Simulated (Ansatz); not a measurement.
# Os (P6_3/mmc) in Ansatz: further runs

One crystal, Os, is run at these levels: revPBE+D3(BJ); tasks: single point, equation of state.

All numbers are computed with Ansatz 0.2.0; they aren't measurements. Logs are shortened: lines on timing, memory, paths and dates and some standing lists are left out, and cuts for length are marked.

### 1 The structure

It takes space group P6_3/mmc (No. 194, hexagonal). The conventional cell has a = 2.734 Å, b = 2.734 Å, c = 4.320 Å, α = 90.00°, β = 90.00°, γ = 120.00°. Around Os (site symmetry -6m2) lie 12 Os at 2.68 to 2.73 Å.

### 2 Single point, revPBE+D3(BJ), 13.14 Å³/atom (volume scaled by 0.94)

The input, input.yaml:

```yaml
crystal:
  lattice:
    - [2.6782863798, 0.0, 0.0]
    - [-1.3391431899, 2.3194640436, 0.0]
    - [0.0, 0.0, 4.2315181138]
  atoms:
    - { symbol: Os, position: [0.6666666667, 0.3333333333, 0.75] }
    - { symbol: Os, position: [0.3333333333, 0.6666666667, 0.25] }
hamiltonian:
  xc: revpbe
  pseudopotentials: { kind: paw }
  dispersion: d3bj
kpoints:
  mp_grid: { grid: [11, 11, 6] }
scf:
  occupations: { method: fermi_dirac, width: 0.05 }
output:
  forces: true
  stress: true
  eigenvalues: true
```

Potentials or basis: Ansatz PAW.

Command:

```
ansatz run input.yaml --threads 2 --pin off --max-ram 5120MiB --backend cpu --events-out ev --progress --plain --runs-dir out
```

Log:

```text
Warning: RAYON_NUM_THREADS=2 ignored (pool sized by the plan → 2); use --threads N
Engine: ansatz 0.2.0, aarch64-unknown-linux-gnu
Pseudopotentials: kind: paw
Pseudopotential: Os, paw, valence charge 16, recommended cutoff 420 eV (normal), Os.paw.azcp
Functional definition: revPBE
  parameter kappa = 1.245
  parameter beta = 0.06672455060314922
  exchange = pbe_x(kappa = kappa, mu = beta*pi^2/3)
  correlation = pbe_c(beta = beta)
Crystal: 2 atoms, lattice volume = 26.287 Å³
Basis set: ecut = 420 eV, 537 PW (Γ), exchange–correlation on 36×36×60 points (8 copies of the dense FFT grid, shifted against one another)
Bands: 20, of which v1, the nominal top of the filled ones, is band 16 counted from 1 (15 counted from 0)
Symmetry: 24 space group operations
Space group: P63/mmc (ITA 194), of the structure as read, at distance tolerance 3.0e-5 Å
k-points: 64 of 726
Non-local potential: Os, projectors of the file, l = 0: 3, l = 1: 2, l = 2: 2, l = 3: 1
PAW form: soft (Blöchl's): semilocal exchange-correlation on the pseudo side does not see the compensation charge
PAW frozen core: Os, regenerated for the run's functional, and the local potential with it (the file was generated under x = pbe(κ = 0.804, μ = 0.2195149727645171), c = pbe(β = 0.06672455060314922))
PAW one-centre angular grid: Os, 590 points (default); XC on 64 Gauss nodes
Initial density: superposition of atomic densities (neutral atoms: chi_scale 0, normalization atom), corrected by the library's trained network
Initial wavefunctions: pseudopotential atomic-orbital guess
Functional: x = revpbe(κ = 1.245, μ = 0.2195149727645171), c = pbe(β = 0.06672455060314922)
SCF iter   1: F=—  HF=-22790.082282 eV  |F-HF|=—  |Δ(HF+E_count)|=         —  Δρ=9.49e-3  dr2=7.33e-3  ethr=1.77e-3  ⟨swp⟩=5.1  Hψ=5076  notcnv=0
preconditioner: auto → none  [metal: Δε(μ)=0.069 eV  Ē_g=7.455 eV  σ=0.050 eV  W_gap=0.31  n_scr=8 (ndim 8)  ℏωp=29.0 eV  f_vac=0.000  D(μ)=1.35/eV (n_scr^D=10)  sad-step TF]
SCF iter   2: F=—  HF=-22790.085643 eV  |F-HF|=—  |Δ(HF+E_count)|=   3.36e-3  Δρ=5.58e-3  dr2=2.53e-3  ethr=2.29e-5  ⟨swp⟩=2.0  Hψ=2151  notcnv=0
SCF iter   3: F=—  HF=-22790.087263 eV  |F-HF|=—  |Δ(HF+E_count)|=   1.62e-3  Δρ=2.52e-4  dr2=9.50e-6  ethr=7.92e-6  ⟨swp⟩=2.0  Hψ=1785  notcnv=0
SCF iter   4: F=—  HF=-22790.087273 eV  |F-HF|=—  |Δ(HF+E_count)|=   1.05e-5  Δρ=5.83e-5  dr2=4.08e-7  ethr=2.97e-8  ⟨swp⟩=2.5  Hψ=2124  notcnv=0
iter 5 did not close the SCF: its close was put off for the readings that it lacked (scf_convergence_deferred on its scf_iter line)
SCF iter   5: F=-22790.087273 eV  HF=-22790.087273 eV  |F-HF|=1.26e-9  |Δ(HF+E_count)|=   3.64e-8  Δρ=6.13e-6  dr2=5.56e-9  ethr=1.28e-9  ⟨swp⟩=2.5  Hψ=2075  notcnv=0
SCF iter   6: F=-22790.087273 eV  HF=-22790.087273 eV  |F-HF|=2.11e-10  |Δ(HF+E_count)|=  2.87e-10  Δρ=1.33e-6  dr2=3.17e-10  ethr=1.74e-11  ⟨swp⟩=2.3  Hψ=3938  notcnv=0
SCF 1 converged in 6 iterations: F = -22790.087273 eV  dr2 = 3.17e-10
SCF converged after 6 iterations
Free energy (F): -22790.087273 eV
Harris-Foulkes:  -22790.087273 eV  (|F-HF|=2.11e-10)
Internal energy: -22790.075351 eV  (E = F + TS)
E sigma→0 (E₀):  -22790.081312 eV
Entropy (-TS):   -0.011922 eV (-5.961 meV/atom)
Fermi energy:    28.018574 eV
--- Per-component energies (eV) ---
  E_band       = -70.668867
  E_kinetic    = 1131.612509
  E_local      = -1442.287120  (includes V_loc(G=0)·N_el)
  E_nonlocal   = -3.678180
  E_hartree    = 617.416933
  E_xc         = -536.750474
  E_vxc        = -572.080888  (∫ρ·V_xc dr)
  E_paw        = -18043.129201  (= ΣΔE_a)
  E_vpaw       = -419.068104  (= ΣTr[D̂ρ^β])
  E_aug_tail   = -0.000115  (compensation charges beyond the density's cutoff)
  E_ewald      = -4510.660414
  E_disp       = -2.564265  (pairwise vdW)
  E_core_change = -0.035024  (= ΣΔE_core)
  E_smearing   = -0.011922  (= −TS)
  E_closure    = 0.000000  (closes the sum)
  Σ components = -22790.087273   (vs F -22790.087273, Δ=0.00e0)
--- Forces (eV/Å), atoms counted from 1 ---
  atom   1  Os     0.00000000    -0.00000000     0.00000000
  atom   2  Os     0.00000000     0.00000000     0.00000000
  max |Σ_I F_I| component: 2.78e-17 eV/Å
--- Stress (GPa, compression-positive) ---
       26.457731       0.000000       0.000000
       -0.000000      26.457731       0.000000
        0.000000       0.000000      29.125581
  P = ⅓ Tr σ = 27.3470 GPa (273.470 kbar)
--- Band table (eV; the first three rows and the last of 64) ---
  k-point 0: bands = ["-58.6159", "-58.4612", "-18.8192", "-17.6534", "-17.6534", "-17.4359", "-17.4359", "-17.3748", "16.5700", "19.6646", "24.7145", "24.7145", "25.0012", "25.6491", "25.6491", "26.3610", "26.3610", "28.1124", "29.9235", "29.9235"]
  k-point 1: bands = ["-58.6056", "-58.4717", "-18.7286", "-17.6389", "-17.6389", "-17.4785", "-17.4506", "-17.4506", "16.9410", "19.7259", "24.5222", "24.5222", "24.7863", "25.4098", "25.4098", "26.8933", "26.8933", "27.0419", "29.9699", "29.9699"]
  k-point 2: bands = ["-58.5775", "-58.5002", "-18.4770", "-17.7561", "-17.5994", "-17.5994", "-17.4907", "-17.4907", "17.9384", "19.7238", "24.3268", "24.3681", "24.3681", "24.9177", "24.9177", "25.1913", "27.9798", "27.9798", "29.8016", "29.8016"]
  k-point 63: bands = ["-58.4523", "-58.4523", "-18.5414", "-18.5414", "-18.1564", "-18.1564", "-17.6297", "-17.6297", "21.4976", "21.4976", "22.8283", "22.8283", "24.3589", "24.3589", "26.6409", "26.6409", "29.9718", "29.9718", "36.3280", "36.3280"]
```

Wall time 0.79 s (2 threads of Arm Neoverse V2, shared host); peak memory 0.29 GiB.

Results:

* Free energy: -22790.0873 eV
* Pressure: 27.3 GPa
* Band gap on the k mesh: none (metal or under the smearing width)

Caveat: pairwise dispersion overbinds metals, which lowers pressure and volume; the PAW data sets come from PBE, with cores solved anew for the run's functional, which leaves a small shift of forces and pressure.

### 3 Single point, revPBE+D3(BJ), 13.42 Å³/atom (volume scaled by 0.96)

Changes to input.yaml since step 2:

```diff
@@ -2,5 +2,5 @@
   lattice:
-    - [2.6782863798, 0.0, 0.0]
-    - [-1.3391431899, 2.3194640436, 0.0]
-    - [0.0, 0.0, 4.2315181138]
+    - [2.697148173, 0.0, 0.0]
+    - [-1.3485740865, 2.3357988356, 0.0]
+    - [0.0, 0.0, 4.261318519]
   atoms:
```

Potentials or basis: Ansatz PAW.

Command:

```
ansatz run input.yaml --threads 2 --pin off --max-ram 5120MiB --backend cpu --events-out ev --progress --plain --runs-dir out
```

It took 0.81 s on 2 threads of Arm Neoverse V2, shared host; peak memory 0.3 GiB.

The run converged. Its results:

```
Free energy            : -22790.1630 eV
Pressure               : 16.2 GPa
Band gap on the k mesh : none (metal or under the smearing width)
```

Caveat: pairwise dispersion overbinds metals, which lowers pressure and volume; the PAW data sets come from PBE, with cores solved anew for the run's functional, which leaves a small shift of forces and pressure.

### 4 Single point, revPBE+D3(BJ), 13.70 Å³/atom (volume scaled by 0.98)

Changes to input.yaml since step 3:

```diff
@@ -2,5 +2,5 @@
   lattice:
-    - [2.697148173, 0.0, 0.0]
-    - [-1.3485740865, 2.3357988356, 0.0]
-    - [0.0, 0.0, 4.261318519]
+    - [2.7157497827, 0.0, 0.0]
+    - [-1.3578748913, 2.3519083021, 0.0]
+    - [0.0, 0.0, 4.2907078513]
   atoms:
@@ -20 +20,5 @@
   eigenvalues: true
+  write_density: true
+  write_potential: true
+  elf: true
+  volumetric_format: npy
```

Command:

```
ansatz run input.yaml --threads 2 --pin off --max-ram 5120MiB --backend cpu --events-out ev --progress --plain --runs-dir out
```

Run time: 1.1 s. Hardware: 2 threads of Arm Neoverse V2, shared host; peak memory 0.3 GiB.

The run converged. Its results:

```
Free energy            : -22790.2021 eV
Pressure               : 6.4 GPa
Band gap on the k mesh : none (metal or under the smearing width)
```

Caveat: pairwise dispersion overbinds metals, which lowers pressure and volume; the PAW data sets come from PBE, with cores solved anew for the run's functional, which leaves a small shift of forces and pressure.

### 5 Single point, revPBE+D3(BJ), 13.98 Å³/atom

Changes to input.yaml since step 4:

```diff
@@ -2,5 +2,5 @@
   lattice:
-    - [2.7157497827, 0.0, 0.0]
-    - [-1.3578748913, 2.3519083021, 0.0]
-    - [0.0, 0.0, 4.2907078513]
+    - [2.7341, 0.0, 0.0]
+    - [-1.36705, 2.3678000565, 0.0]
+    - [0.0, 0.0, 4.3197]
   atoms:
@@ -20,5 +20 @@
   eigenvalues: true
-  write_density: true
-  write_potential: true
-  elf: true
-  volumetric_format: npy
```

Command:

```
ansatz run input.yaml --threads 2 --pin off --max-ram 5120MiB --backend cpu --events-out ev --progress --plain --runs-dir out
```

Wall time 0.81 s (2 threads of Arm Neoverse V2, shared host); peak memory 0.3 GiB.

The run converged. Its results:

| Quantity | Value |
| --- | --- |
| Free energy | -22790.2086 eV |
| Pressure | -2.5 GPa |
| Band gap on the k mesh | none (metal or under the smearing width) |

Caveat: pairwise dispersion overbinds metals, which lowers pressure and volume; the PAW data sets come from PBE, with cores solved anew for the run's functional, which leaves a small shift of forces and pressure.

### 6 Single point, revPBE+D3(BJ), 14.26 Å³/atom (volume scaled by 1.02)

Changes to input.yaml since step 5:

```diff
@@ -2,5 +2,5 @@
   lattice:
-    - [2.7341, 0.0, 0.0]
-    - [-1.36705, 2.3678000565, 0.0]
-    - [0.0, 0.0, 4.3197]
+    - [2.7522071502, 0.0, 0.0]
+    - [-1.3761035751, 2.3834813086, 0.0]
+    - [0.0, 0.0, 4.3483081185]
   atoms:
@@ -20 +20,5 @@
   eigenvalues: true
+  write_density: true
+  write_potential: true
+  elf: true
+  volumetric_format: npy
```

Potentials or basis: Ansatz PAW.

Command:

```
ansatz run input.yaml --threads 2 --pin off --max-ram 5120MiB --backend cpu --events-out ev --progress --plain --runs-dir out
```

Wall time 1.1 s (2 threads of Arm Neoverse V2, shared host); peak memory 0.3 GiB.

The run converged. Its results:

* Free energy: -22790.1861 eV
* Pressure: -10.3 GPa
* Band gap on the k mesh: none (metal or under the smearing width)

Caveat: pairwise dispersion overbinds metals, which lowers pressure and volume; the PAW data sets come from PBE, with cores solved anew for the run's functional, which leaves a small shift of forces and pressure.

### 7 Single point, revPBE+D3(BJ), 14.54 Å³/atom (volume scaled by 1.04)

Changes to input.yaml since step 6:

```diff
@@ -2,5 +2,5 @@
   lattice:
-    - [2.7522071502, 0.0, 0.0]
-    - [-1.3761035751, 2.3834813086, 0.0]
-    - [0.0, 0.0, 4.3483081185]
+    - [2.770079126, 0.0, 0.0]
+    - [-1.385039563, 2.3989588936, 0.0]
+    - [0.0, 0.0, 4.3765446767]
   atoms:
```

Command:

```
ansatz run input.yaml --threads 2 --pin off --max-ram 5120MiB --backend cpu --events-out ev --progress --plain --runs-dir out
```

It took 1.2 s on 2 threads of Arm Neoverse V2, shared host; peak memory 0.3 GiB.

The run converged. Its results:

| Property | Result |
| --- | --- |
| Free energy | -22790.1378 eV |
| Pressure | -17.3 GPa |
| Band gap on the k mesh | none (metal or under the smearing width) |

Caveat: pairwise dispersion overbinds metals, which lowers pressure and volume; the PAW data sets come from PBE, with cores solved anew for the run's functional, which leaves a small shift of forces and pressure.

### 8 Single point, revPBE+D3(BJ), 14.82 Å³/atom (volume scaled by 1.06)

Changes to input.yaml since step 7:

```diff
@@ -2,5 +2,5 @@
   lattice:
-    - [2.770079126, 0.0, 0.0]
-    - [-1.385039563, 2.3989588936, 0.0]
-    - [0.0, 0.0, 4.3765446767]
+    - [2.7877234178, 0.0, 0.0]
+    - [-1.3938617089, 2.4142392985, 0.0]
+    - [0.0, 0.0, 4.404421509]
   atoms:
@@ -20,5 +20 @@
   eigenvalues: true
-  write_density: true
-  write_potential: true
-  elf: true
-  volumetric_format: npy
```

Command:

```
ansatz run input.yaml --threads 2 --pin off --max-ram 5120MiB --backend cpu --events-out ev --progress --plain --runs-dir out
```

It took 0.89 s on 2 threads of Arm Neoverse V2, shared host; peak memory 0.3 GiB.

The run converged. Its results:

| Property | Result |
| --- | --- |
| Free energy | -22790.0664 eV |
| Pressure | -23.5 GPa |
| Band gap on the k mesh | none (metal or under the smearing width) |

Caveat: pairwise dispersion overbinds metals, which lowers pressure and volume; the PAW data sets come from PBE, with cores solved anew for the run's functional, which leaves a small shift of forces and pressure.

### 9 Equation of state, revPBE+D3(BJ)

Potentials or basis: Ansatz PAW.

This step only gathers the single runs of the series.

What came out:

* Equilibrium volume: 13.90 Å³/atom
* Bulk modulus at fixed shape and positions: 427 GPa
* Pressure derivative of the bulk modulus: 4.8

Energy against volume, from the lowest point:
```tsv
volume (Å³/atom)	energy (meV/atom)
13.143	60.68
13.423	22.82
13.703	3.26
13.982	0.00
14.262	11.26
14.542	35.44
14.821	71.09
```

Caveat: the potentials were made for another functional, which shifts forces and pressure; the cell was scaled at fixed shape and fractional positions, which overstates the stiffness of a crystal with free parameters, most of all of layers and chains.
